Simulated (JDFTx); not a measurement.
# FeO (Wuestite) under changes of volume

One of the cells (10.067 Å³/atom); the others are scaled copies at fixed shape and fractional positions:

```
Fe O
1.0
     1.51882    0.87689    2.51958
    -1.51882    0.87689    2.51958
     0.00000   -1.75378    2.51958
Fe O
1 1
Direct
  0.00000 0.00000 0.00000
  0.50000 0.50000 0.50000
```

* Program: JDFTx 1.7.0 (patched build)
* Functional: PBEsol
* Potentials or basis: PseudoDojo-SR-PBEsol-0.4.1-standard with smoothed tails
* Cutoff: 1225 eV
* Density cutoff: 9796 eV
* k mesh: 11 × 11 × 11
* Occupations: fermi-dirac, width 0.05 eV
* Spin: collinear spin, ferromagnetic start
* Starting moments: [3.0, 0.0] μB

| volume (Å³/atom) | energy over the lowest point (meV/atom) | pressure (GPa) |
| --- | --- | --- |
| 9.463 | 0.00 | 1.6 |
| 9.664 | 0.79 | -2.8 |
| 9.866 | 6.74 | -6.6 |
| 10.067 | 17.28 | -10.1 |
| 10.268 | 31.92 | -13.2 |
| 10.470 | ? | ? |
| 10.671 | 71.78 | -18.3 |

Q: What does the run at 10.470 Å³/atom give?

A: Energy over the lowest point 50.23 meV/atom; pressure -15.9 GPa.

Worked out: A Birch-Murnaghan fit of order 3 (a polynomial in V^(-2/3)) to the other rows has its minimum at 9.53 Å³/atom with B0 = V·E''(V) = 210 GPa and B' = 4.5 at fixed shape and positions, which overstates the stiffness. It gives 50.27 meV/atom at 10.470 Å³/atom, against the run's 50.23, and -dE/dV = -15.9 GPa, against -15.9.

Energies are extrapolated to zero smearing.

Caveats: a cell with one magnetic atom can't hold antiferromagnetic order, which such compounds often take.
